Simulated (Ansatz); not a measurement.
# Pressure coefficients of RbBr

```cif
data_structure
_symmetry_space_group_name_H-M 'Fm-3m'
_symmetry_Int_Tables_number 225
_cell_length_a 7.0152
_cell_length_b 7.0152
_cell_length_c 7.0152
_cell_angle_alpha 90.000
_cell_angle_beta 90.000
_cell_angle_gamma 90.000
_cell_volume 345.24
loop_
_atom_site_label
_atom_site_type_symbol
_atom_site_symmetry_multiplicity
_atom_site_Wyckoff_symbol
_atom_site_fract_x
_atom_site_fract_y
_atom_site_fract_z
_atom_site_occupancy
Rb1 Rb 4 a 0.00000 0.00000 0.00000 1
Br1 Br 4 b 0.50000 0.00000 0.00000 1
```

The runs use the primitive cell with vectors (0.000, 3.508, 3.508), (3.508, 0.000, 3.508), (3.508, 3.508, 0.000) Å, to which the k mesh refers.

The structure comes from a relaxation in the same program, started in the rocksalt type, and has space group Fm-3m. Whether it is a known phase or the ground state wasn't checked.

Method: DFT, PBE, all-electron LAPW, scalar-relativistic in Ansatz 0.2.0.

Numerical set-up: a Γ-centred 9×9×9 k mesh, Fermi–Dirac smearing of 0.05 eV, basis error target 1 meV/atom, no spin polarisation.

The cell is scaled evenly with fractional coordinates held. Semilocal gaps are too small, but their slopes carry over better.

| V/V(cell) | P (GPa) | gap on the k mesh (eV) |
| --- | --- | --- |
| 0.9750 | 0.33 | 4.254 |
| 1.0000 | 0.01 | 4.193 |
| 1.0250 | -0.26 | 4.135 |
| 1.0500 | -0.50 | 4.080 |

Task: From the rows at 0.9750 and 1.0250, what is the bulk modulus at the cell's volume?

Result: B = −ΔP/Δln V = −[(-0.26) − (0.33)]/0.05001 = 11.8 GPa.

Task: What are the gap's volume deformation potential and pressure coefficient?

Result: dEg/dln V = (4.135 − 4.254)/0.05001 = -2.38 eV, and dEg/dP = −(dEg/dln V)/B = 202 meV/GPa: pressure widens the gap.

Task: Predict the row at V/V(cell) = 0.9500. How far is a linear estimate of P off?

Result: P = 0.71 GPa, gap 4.318 eV. The linear estimate P(cell) − B ln(V/V(cell)) = 0.62 GPa misses by 0.09 GPa, since the modulus grows under compression.
